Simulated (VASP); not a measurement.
# Sn (Im-3m) in VASP: a series of runs, part 2 of 2

VASP 6.6.1.

## 4. Electric field gradients, optB88-vdW

INCAR reads:

```
SYSTEM = Sn
PREC = Accurate
ENCUT = 520
EDIFF = 1E-8
ISMEAR = 1
SIGMA = 0.1
LREAL = .False.
LASPH = .True.
NELM = 100
ALGO = Normal
ISIF = 2
LWAVE = .False.
LCHARG = .False.
GGA = BO
LUSE_VDW = .True.
AGGAC = 0.0
PARAM1 = 0.1833333333
PARAM2 = 0.22
LEFG = .True.
```

KPOINTS reads:

```
regular mesh
0
Gamma
  10 10 10
  0 0 0
```

POSCAR reads:

```
Sn
1.0
   -1.8946518192      1.8946518192      1.8946518192
    1.8946518192     -1.8946518192      1.8946518192
    1.8946518192      1.8946518192     -1.8946518192
Sn
1
Cartesian
    0.0000000000      0.0000000000      0.0000000000
```

Potentials or basis: VASP PAW PBE potentials, release 64 (Sn_d).

Run with:

```sh
> cat potpaw_PBE.64/Sn_d/POTCAR > POTCAR
> mpirun -np 1 vasp_std > vasp.out
```

OUTCAR:

```text
SYSTEM = Sn
   PREC = Accurate
   ENCUT = 520
   EDIFF = 1E-8
   ISMEAR = 1
   LREAL = .False.
   LASPH = .True.
   NELM = 100
   ISIF = 2
   GGA = BO

 ion  position               nearest neighbor table
   1  0.000  0.000  0.000-

  LATTYP: Found a body centered cubic cell.
 ALAT       =     3.7893036384

  Lattice vectors:

 A1 = (  -1.8946518192,   1.8946518192,   1.8946518192)
 A2 = (   1.8946518192,  -1.8946518192,   1.8946518192)
 A3 = (   1.8946518192,   1.8946518192,  -1.8946518192)

Analysis of symmetry for initial positions (statically):
=====================================================================
 Subroutine PRICEL returns:
 Original cell was already a primitive cell.

 Routine SETGRP: Setting up the symmetry group for a
 body centered cubic supercell.

 Subroutine GETGRP returns: Found 48 space group operations
 (whereof 48 operations were pure point group operations)
 out of a pool of 48 trial point group operations.

The static configuration has the point symmetry O_h .

Analysis of symmetry for dynamics (positions and initial velocities):
=====================================================================
 Subroutine PRICEL returns:
 Original cell was already a primitive cell.

 Routine SETGRP: Setting up the symmetry group for a
 body centered cubic supercell.

 Subroutine GETGRP returns: Found 48 space group operations
 (whereof 48 operations were pure point group operations)
 out of a pool of 48 trial point group operations.

The dynamic configuration has the point symmetry O_h .

 Subroutine INISYM returns: Found 48 space group operations
 (whereof 48 operations are pure point group operations),
 and found     1 'primitive' translations

----------------------------------------------------------------------------------------

                                     Primitive cell

  volume of cell :      27.2050

  direct lattice vectors                    reciprocal lattice vectors
    -1.894651819  1.894651819  1.894651819     0.000000000  0.263900731  0.263900731
     1.894651819 -1.894651819  1.894651819     0.263900731  0.000000000  0.263900731
     1.894651819  1.894651819 -1.894651819     0.263900731  0.263900731  0.000000000

  length of vectors
     3.281633214  3.281633214  3.281633214     0.373211993  0.373211993  0.373211993

  position of ions in fractional coordinates (direct lattice)
     0.000000000  0.000000000  0.000000000

  ion indices of the primitive-cell ions
   primitive index   ion index
                 1           1

----------------------------------------------------------------------------------------

 KPOINTS: regular mesh

Automatic generation of k-mesh.
 Grid dimensions read from file:
 generate k-points for:   10   10   10

 Generating k-lattice:

  Cartesian coordinates                     Fractional coordinates (reciprocal lattice)
     0.000000000  0.026390073  0.026390073     0.100000000  0.000000000  0.000000000
     0.026390073  0.000000000  0.026390073     0.000000000  0.100000000  0.000000000
[... 68 lines left out ...]
   PSTRESS=    0.0 pullay stress
   NELECT =      14.0000    total number of electrons
   NUPDOWN=      -1.0000    fix difference up-down
   EMIN   =  10.00;   EMAX   =-10.00  energy-range for DOS
   EFERMI =   0.00;   METHOD = LEGACY
   ISMEAR =     1;   SIGMA  =   0.10  broadening in eV -4-tet -1-fermi 0-gaus
   EFERMI_NEDOS =   21; number of points for ismear=-14 and -15
   IALGO  =     38    algorithm
   IMIX   =      4    mixing-type and parameters
     AMIX     =   0.40;   BMIX     =  1.00
     AMIX_MAG =   1.60;   BMIX_MAG =  1.00
  volume/ion in A,a.u.               =      27.20       183.59
  Fermi-wavevector in a.u.,A,eV,Ry     =   1.311902  2.479136 23.416813  1.721087
  Thomas-Fermi vector in A             =   2.442332
   LORBIT       =      0    0 simple, 1 ext, 2 COOP (PROOUT), +10 PAW based schemes
   GGA     = BO    functional components
   LHFCALC =     F    Hartree Fock is set to
   AEXX    =    0.0000 exact exchange contribution
   IVDW_NL    =     1    kernel type
   BPARAM     = 6.3000
   IVDW    =     0    specifies the selected vdW correction
   LEPSILON=     F    determine dielectric tensor
   LRPA    =     F    only Hartree local field effects (RPA)
 non-spin polarized calculation
 Methfessel and Paxton  Order N= 1 SIGMA  =   0.10
  energy-cutoff  :      520.00
  volume of cell :       27.20
 maximum number of plane-waves:       751
   NGX = 13   NGY = 13   NGZ = 13

 number of electron      13.9999996 magnetization

 Free energy of the ion-electron system (eV)
  ---------------------------------------------------
  ext. energy  EPLUGINS =         0.00000000
  ---------------------------------------------------
  free energy    TOTEN  =        -0.47428009 eV

  energy without entropy =       -0.47490293  energy(sigma->0) =       -0.47448770

 E-fermi :   7.9083     XC(G=0): -10.3562

 val. band max:        7.8105597164   @ k =   0.3000   0.2000   0.2000
 cond. band min:       7.9122833809   @ k =   0.3000   0.0000   0.0000
 fundamental gap:      0.1017236645
 Fermi energy:         7.9082603966

 k-point     1 :       0.0000    0.0000    0.0000
  band No.  band energies     occupation
      1     -13.6060      2.00000
      2     -13.6060      2.00000
      3     -13.6060      2.00000
      4     -13.4666      2.00000
      5     -13.4666      2.00000
      6      -3.1393      2.00000
      7      15.7004      0.00000
      8      15.7004      0.00000
      9      15.7004      0.00000
     10      20.3099      0.00000
     11      20.3099      0.00000
[... 309 lines left out ...]
 k-point    24 :      -0.3000    0.3000    0.1000
  band No.  band energies     occupation
      1     -13.6136      2.00000
      2     -13.5682      2.00000
      3     -13.4991      2.00000
      4     -13.4755      2.00000
      5     -13.4646      2.00000
      6      -0.9797      2.00000
      7       8.0879     -0.02911
      8      11.7157      0.00000
      9      13.0854      0.00000
     10      17.0564      0.00000
     11      18.0793      0.00000

 [... further k-points ...]
[... 5 lines left out ...]
  --------------------------------------------------------------------------------------
  -------------------------------------------------------------------------------------
  Total        0.1855691      0.1855691      0.1855691     -0.0000000      0.0000000      0.0000000
  in kB       10.9286859     10.9286859     10.9286859     -0.0000000      0.0000000      0.0000000
  external PRESSURE =      10.9286859 kB  Pullay stress =       0.0000000 kB

 VOLUME and BASIS-vectors are now :
 -----------------------------------------------------------------------------
  energy-cutoff  :      520.00
  volume of cell :       27.20
      direct lattice vectors                 reciprocal lattice vectors
    -1.894651819  1.894651819  1.894651819     0.000000000  0.263900731  0.263900731
     1.894651819 -1.894651819  1.894651819     0.263900731  0.000000000  0.263900731
     1.894651819  1.894651819 -1.894651819     0.263900731  0.263900731  0.000000000

 POSITION                                       TOTAL-FORCE (eV/Angst)
 -----------------------------------------------------------------------------------
      0.00000      0.00000      0.00000        -0.000000     -0.000000      0.000000
 -----------------------------------------------------------------------------------
    total drift:                                0.000000      0.000000     -0.000000

  FREE ENERGIE OF THE ION-ELECTRON SYSTEM (eV)
  ---------------------------------------------------
  free  energy   TOTEN  =        -0.4742800870 eV

  energy  without entropy=       -0.4749029318  energy(sigma->0) =       -0.47448770

Total vdW correction in eV:      2.3683122

 Electric field gradients (V/A^2)
---------------------------------------------------------------------
 ion       V_xx      V_yy      V_zz      V_xy      V_xz      V_yz
---------------------------------------------------------------------
   1      -0.000     0.000    -0.000    -0.001    -0.001    -0.001
---------------------------------------------------------------------

 Electric field gradients after diagonalization (V/A^2)
 (convention: |V_zz| > |V_xx| > |V_yy|)
----------------------------------------------------------------------
 ion       V_xx      V_yy      V_zz     asymmetry (V_yy - V_xx)/ V_zz
----------------------------------------------------------------------
   1       0.001     0.001    -0.002       0.000
----------------------------------------------------------------------

           NMR quadrupolar parameters

 Cq : quadrupolar parameter    Cq=e*Q*V_zz/h
 eta: asymmetry parameters     (V_yy - V_xx)/ V_zz
 Q  : nuclear electric quadrupole moment in mb (millibarn)
----------------------------------------------------------------------
 ion       Cq(MHz)       eta       Q (mb)
----------------------------------------------------------------------
   1      -0.000       0.000       1.000
----------------------------------------------------------------------
```

It took 26 s on 1 thread of Intel Xeon Platinum 8259CL at 2.50GHz (Skylake/Cascade Lake), shared host; peak memory 0.27 GiB.

Results:

```
Free energy            : -0.4743 eV
Pressure               : 1.1 GPa
Band gap on the k mesh : none (metal or under the smearing width)
```

Levels at points of the mesh, in eV from the Fermi level:
```csv
k point,band 3,band 4,band 5,band 6,band 7,band 8,band 9,band 10,band 11
"(0.00, 0.00, 0.00)",-21.51,-21.37,-21.37,-11.05,7.79,7.79,7.79,12.40,12.40
"(0.50, 0.00, 0.00)",-21.38,-21.38,-21.29,-6.47,-4.29,3.53,5.46,8.16,8.46
"(0.50, 0.50, 0.50)",-21.31,-21.31,-21.31,-2.65,-0.45,-0.45,-0.45,4.15,4.15
```

Electric field gradients, principal values (V/Å²):
| atom | Vxx | Vyy | Vzz |
| --- | --- | --- | --- |
| 1 Sn | 0.001 | 0.001 | -0.002 |

Caveat: the PAW data sets were made with another functional, which shifts forces and pressure a little.
